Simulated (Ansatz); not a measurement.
RbBr: single point with HSE(alpha, omega)

Crystal: RbBr.

```
CELL_PARAMETERS angstrom
4.12608 0.00000 0.00000
0.00000 4.12608 0.00000
0.00000 0.00000 4.12608
ATOMIC_POSITIONS crystal
Rb 0.00000 0.00000 0.00000
Br 0.50000 0.50000 0.50000
```

The cell comes from a database or a generator and needn't be the stable form of this composition.

- Program: Ansatz 0.2.0
- Task: single point
- Functional: HSE(alpha, omega)
- Potentials or basis: all-electron PAW datasets made for the crystal
- Cutoff: 250 eV (chosen from the basis error)
- k mesh: 4 × 4 × 4
- Occupations: fermi-dirac, width 0.05 eV
- Spin: no spin polarisation
- Share of exact exchange: 0.15
- Screening of exact exchange: 0.2 1/A

```yaml
Pressure: 0.6 GPa
Band_gap_on_the_k_mesh: 4.80 eV, indirect (least direct gap 4.96 eV)
```

Levels at points of the mesh, in eV from the valence-band top:
| k point | band 5 | band 6 | band 7 | band 8 | band 9 | band 10 |
| --- | --- | --- | --- | --- | --- | --- |
| (0.00, 0.00, 0.00) | -9.44 | -0.16 | -0.16 | -0.16 | 4.80 | 6.30 |
| (0.00, 0.00, -0.50) | -9.39 | -1.78 | -0.23 | -0.23 | 7.67 | 7.85 |
| (0.00, -0.50, -0.50) | -9.35 | -1.10 | -1.10 | 0.00 | 6.02 | 6.97 |
| (-0.50, -0.50, -0.50) | -9.66 | -1.39 | -1.39 | -1.39 | 8.97 | 8.97 |

Wall time 19 s on 1 thread of Arm Neoverse V2, with other jobs on the host, peak memory 0.6 GiB.

A k mesh can miss the band edges.
